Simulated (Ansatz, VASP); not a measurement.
# Two plane-wave programs on SnTe

```
Sn Te
1.0
     0.00000    3.50778    3.50778
     3.50778    0.00000    3.50778
     3.50778    3.50778    0.00000
Sn Te
1 1
Cartesian
  0.0000 0.0000 0.0000
  5.2617 5.2617 5.2617
```

Alike in both runs: functional PBEsol; k mesh 4 × 4 × 4; occupations fermi-dirac, width 0.05 eV; no spin polarisation.

Ansatz relaxed the structure, and its values are those at the end. VASP's run is a single point on that final structure, the one shown.

|  | VASP | Ansatz |
| --- | --- | --- |
| version | VASP 6.6.1 | Ansatz 0.2.0 |
| potentials or method | VASP PAW PBE potentials, release 64 (Sn_d, Te) | plane waves, PAW |
| plane-wave cutoff (eV) | 520 | 517 |
| valence electrons in the cell | 20 | 30 |

|  | VASP | Ansatz | Ansatz less VASP |
| --- | --- | --- | --- |
| gap on the k mesh at the Fermi level (eV) | none | none | - |
| pressure (GPa) | 0.0 | 0.0 | +0.01 |

A gap of «none» marks a metal or a gap that the smearing closes. The two sets of potentials don't hold the same shells in valence.

Caveats: the k mesh is coarse (spacing up to 0.39 Å⁻¹), so the values aren't converged; the PAW data sets were made with another functional, which shifts forces and pressure a little (VASP). The runs have no spin-orbit coupling, so splittings on Te are missing.
